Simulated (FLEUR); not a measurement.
Input of a FLEUR MaX-R8.1 (later development tree) run:

File inp.xml:

```xml
<?xml version="1.0" encoding="UTF-8" standalone="no"?>
<fleurInput fleurInputVersion="0.39">
   <comment>
      Nb                                                                                                  
   </comment>
   <calculationSetup>
      <cutoffs Kmax="4.1" Gmax="12.7" GmaxXC="12.7" numbands="0"/>
      <scfLoop itmax="60" minDistance="0.00001" maxIterBroyd="15" imix="Anderson" alpha="0.05" precondParam="0.0" spinf="2.0" sdNocoIR="T"/>
      <coreElectrons ctail="T" frcor="F" kcrel="0" coretail_lmax="0"/>
      <xcFunctional name="PBEs" relativisticCorrections="F"/>
      <magnetism jspins="1"/>
      <soc l_soc="F" theta="0.0" phi="0.0" spav="F"/>
      <expertModes spex="0" secvar="F"/>
      <geometryOptimization l_f="F" forcealpha="1.0" forcemix="BFGS" epsdisp="0.00001" epsforce="0.00001"/>
      <ldaU l_linMix="F" mixParam="0.05" spinf="1.0"/>
   </calculationSetup>
   <cell>
      <bzIntegration valenceElectrons="13.0" mode="hist" fermiSmearingEnergy="0.00183747">
         <kPointListSelection listName="default-1"/>
         <!-- k-points included here -->
         <xi:include xmlns:xi="http://www.w3.org/2001/XInclude" href="kpts.xml"> </xi:include>
      </bzIntegration>
      <!-- symmetry operations included here -->
      <xi:include xmlns:xi="http://www.w3.org/2001/XInclude" href="sym.xml"> </xi:include>
      <bulkLattice scale="1.0">
         <bravaisMatrix>
            <row-1>   -3.1444097850281700     3.1444097850281700     3.1444097850281700</row-1>
            <row-2>    3.1444097850281700    -3.1444097850281700     3.1444097850281700</row-2>
            <row-3>    3.1444097850281700     3.1444097850281700    -3.1444097850281700</row-3>
         </bravaisMatrix>
      </bulkLattice>
   </cell>
   <atomSpecies>
      <species name="Niobium (Nb)" element="Nb" atomicNumber="41">
         <mtSphere radius="2.52" gridPoints="833" logIncrement="0.015"/>
         <atomicCutoffs lmax="10" lnonsphr="8"/>
         <electronConfig flipSpins="F">
            <coreConfig>(1s1/2) (2s1/2) (2p1/2) (2p3/2) (3s1/2) (3p1/2) (3p3/2) (3d3/2) (3d5/2)</coreConfig>
            <valenceConfig>(4s1/2) (4p1/2) (4p3/2) (5s1/2) (4d3/2) (4d5/2)</valenceConfig>
            <stateOccupation state="(5s1/2)" spinUp="0.500000" spinDown="0.500000"/>
            <stateOccupation state="(4d3/2)" spinUp="0.800000" spinDown="0.800000"/>
            <stateOccupation state="(4d5/2)" spinUp="1.200000" spinDown="1.200000"/>
         </electronConfig>
         <energyParameters s="5" p="5" d="4" f="4"/>
         <lo type="SCLO" l="0" n="4" eDeriv="0"/>
         <lo type="SCLO" l="1" n="4" eDeriv="0"/>
         <lo type="SCLO" l="1" n="4" eDeriv="1"/>
         <lo type="SCLO" l="2" n="4" eDeriv="2"/>
         <lo type="SCLO" l="3" n="4" eDeriv="2"/>
      </species>
   </atomSpecies>
   <atomGroups>
      <atomGroup species="Niobium (Nb)">
         <relPos label="                   1">.0000000000 .0000000000 .0000000000</relPos>
         <force calculate="T" relaxXYZ="TTT"/>
      </atomGroup>
   </atomGroups>
   <output dos="F" band="F" slice="F">
      <checks vchk="F" cdinf="F"/>
      <bandDOS minEnergy="-.5*Htr" maxEnergy="0.5*Htr" sigma="0.015" storeEVData="T"/>
      <vacuumDOS vacdos="F" integ="F" star="F" nstars="0" locx1="0.0" locy1="0.0" locx2="0.0" locy2="0.0" nstm="0" tworkf="0.0"/>
      <unfoldingBand unfoldBand="F" supercellX="1" supercellY="1" supercellZ="1"/>
      <plotting iplot="0" polar="F">
         <plot TwoD="T" vec1="  1.0  0.0  0.0" vec2="  0.0  1.0  0.0" vec3="  0.0  0.0  1.0" zero="  0.0  0.0  0.0" file="plot"/>
      </plotting>
      <chargeDensitySlicing numkpt="0" minEigenval="0.0" maxEigenval="0.0" nnne="0" pallst="F"/>
      <specialOutput eonly="F"/>
      <moessbauerParams electricFieldGradient="T" isomerShift="T" coreHyperfine="T" valenceHyperfine="T"/>
      <magneticCircularDichroism mcd="F" energyLo="-10.0" energyUp="0.0"/>
   </output>
  <!-- We include the file relax.xml here to enable relaxations (see documentation) -->
  <xi:include xmlns:xi="http://www.w3.org/2001/XInclude" href="relax.xml"> <xi:fallback/> </xi:include>
</fleurInput>
```

The input crystal.txt:

```
Nb
&input cartesian=F /
-1.6639500000  1.6639500000  1.6639500000
1.6639500000  -1.6639500000  1.6639500000
1.6639500000  1.6639500000  -1.6639500000
1.8897261246
1.0 1.0 1.0

1
41 0.0000000000  0.0000000000  0.0000000000

&kpt div1=11 div2=11 div3=11 gamma=T /
```

The input inp.xml (bands):

```
<?xml version="1.0" encoding="UTF-8" standalone="no"?>
<fleurInput fleurInputVersion="0.39">
   <comment>
      Nb                                                                                                  
   </comment>
   <calculationSetup>
      <cutoffs Kmax="4.1" Gmax="12.7" GmaxXC="12.7" numbands="0"/>
      <scfLoop itmax="60" minDistance="0.00001" maxIterBroyd="15" imix="Anderson" alpha="0.05" precondParam="0.0" spinf="2.0" sdNocoIR="T"/>
      <coreElectrons ctail="T" frcor="F" kcrel="0" coretail_lmax="0"/>
      <xcFunctional name="PBEs" relativisticCorrections="F"/>
      <magnetism jspins="1"/>
      <soc l_soc="F" theta="0.0" phi="0.0" spav="F"/>
      <expertModes spex="0" secvar="F"/>
      <geometryOptimization l_f="F" forcealpha="1.0" forcemix="BFGS" epsdisp="0.00001" epsforce="0.00001"/>
      <ldaU l_linMix="F" mixParam="0.05" spinf="1.0"/>
   </calculationSetup>
   <cell>
      <bzIntegration valenceElectrons="13.0" mode="hist" fermiSmearingEnergy="0.00183747">
         <kPointListSelection listName="path-1"/>
         <!-- k-points included here -->
         <xi:include xmlns:xi="http://www.w3.org/2001/XInclude" href="kpts.xml"> </xi:include>
      </bzIntegration>
      <!-- symmetry operations included here -->
      <xi:include xmlns:xi="http://www.w3.org/2001/XInclude" href="sym.xml"> </xi:include>
      <bulkLattice scale="1.0">
         <bravaisMatrix>
            <row-1>   -3.1444097850281700     3.1444097850281700     3.1444097850281700</row-1>
            <row-2>    3.1444097850281700    -3.1444097850281700     3.1444097850281700</row-2>
            <row-3>    3.1444097850281700     3.1444097850281700    -3.1444097850281700</row-3>
         </bravaisMatrix>
      </bulkLattice>
   </cell>
   <atomSpecies>
      <species name="Niobium (Nb)" element="Nb" atomicNumber="41">
         <mtSphere radius="2.52" gridPoints="833" logIncrement="0.015"/>
         <atomicCutoffs lmax="10" lnonsphr="8"/>
         <electronConfig flipSpins="F">
            <coreConfig>(1s1/2) (2s1/2) (2p1/2) (2p3/2) (3s1/2) (3p1/2) (3p3/2) (3d3/2) (3d5/2)</coreConfig>
            <valenceConfig>(4s1/2) (4p1/2) (4p3/2) (5s1/2) (4d3/2) (4d5/2)</valenceConfig>
            <stateOccupation state="(5s1/2)" spinUp="0.500000" spinDown="0.500000"/>
            <stateOccupation state="(4d3/2)" spinUp="0.800000" spinDown="0.800000"/>
            <stateOccupation state="(4d5/2)" spinUp="1.200000" spinDown="1.200000"/>
         </electronConfig>
         <energyParameters s="5" p="5" d="4" f="4"/>
         <lo type="SCLO" l="0" n="4" eDeriv="0"/>
         <lo type="SCLO" l="1" n="4" eDeriv="0"/>
         <lo type="SCLO" l="1" n="4" eDeriv="1"/>
         <lo type="SCLO" l="2" n="4" eDeriv="2"/>
         <lo type="SCLO" l="3" n="4" eDeriv="2"/>
      </species>
   </atomSpecies>
   <atomGroups>
      <atomGroup species="Niobium (Nb)">
         <relPos label="                   1">.0000000000 .0000000000 .0000000000</relPos>
         <force calculate="T" relaxXYZ="TTT"/>
      </atomGroup>
   </atomGroups>
   <output dos="F" band="T" slice="F">
      <checks vchk="F" cdinf="F"/>
      <bandDOS minEnergy="-.5*Htr" maxEnergy="0.5*Htr" sigma="0.015" storeEVData="T"/>
      <vacuumDOS vacdos="F" integ="F" star="F" nstars="0" locx1="0.0" locy1="0.0" locx2="0.0" locy2="0.0" nstm="0" tworkf="0.0"/>
      <unfoldingBand unfoldBand="F" supercellX="1" supercellY="1" supercellZ="1"/>
      <plotting iplot="0" polar="F">
         <plot TwoD="T" vec1="  1.0  0.0  0.0" vec2="  0.0  1.0  0.0" vec3="  0.0  0.0  1.0" zero="  0.0  0.0  0.0" file="plot"/>
      </plotting>
      <chargeDensitySlicing numkpt="0" minEigenval="0.0" maxEigenval="0.0" nnne="0" pallst="F"/>
      <specialOutput eonly="F"/>
      <moessbauerParams electricFieldGradient="T" isomerShift="T" coreHyperfine="T" valenceHyperfine="T"/>
      <magneticCircularDichroism mcd="F" energyLo="-10.0" energyUp="0.0"/>
   </output>
  <!-- We include the file relax.xml here to enable relaxations (see documentation) -->
  <xi:include xmlns:xi="http://www.w3.org/2001/XInclude" href="relax.xml"> <xi:fallback/> </xi:include>
</fleurInput>
```

Potentials or basis: all-electron, FLAPW.

The run is started by

```console
$ inpgen -f crystal.txt -profile fastHighL
$ # inp.xml edited to the form shown
$ fleur_MPI
$ fleur_MPI   # second run, on inp.xml (bands)
```

Problem. What does it give for the band gap along the path?

Solution. None (metal or under the smearing width).

Levels at the corners of the path, in eV from the Fermi level:
```
point  band 2  band 3  band 4  band 5  band 6  band 7  band 8  band 9  band 10  band 11
    Γ  -29.62  -29.62  -29.62   -5.86    0.40    0.40    0.40    3.24     3.24    14.10
    H  -30.49  -30.49  -30.49   -3.57   -3.57    5.52    5.52    5.52     8.89     8.89
    N  -30.89  -30.02  -29.63   -3.60   -1.56    2.22    3.26    3.92     6.26    11.53
    Γ  -29.62  -29.62  -29.62   -5.86    0.40    0.40    0.40    3.24     3.24    14.10
    P  -30.27  -30.27  -30.27   -1.04   -1.04   -1.04    4.05    4.05     9.17    11.73
    H  -30.49  -30.49  -30.49   -3.57   -3.57    5.52    5.52    5.52     8.89     8.89
    P  -30.27  -30.27  -30.27   -1.04   -1.04   -1.04    4.05    4.05     9.17    11.73
    N  -30.89  -30.02  -29.63   -3.60   -1.56    2.22    3.26    3.92     6.26    11.53
```
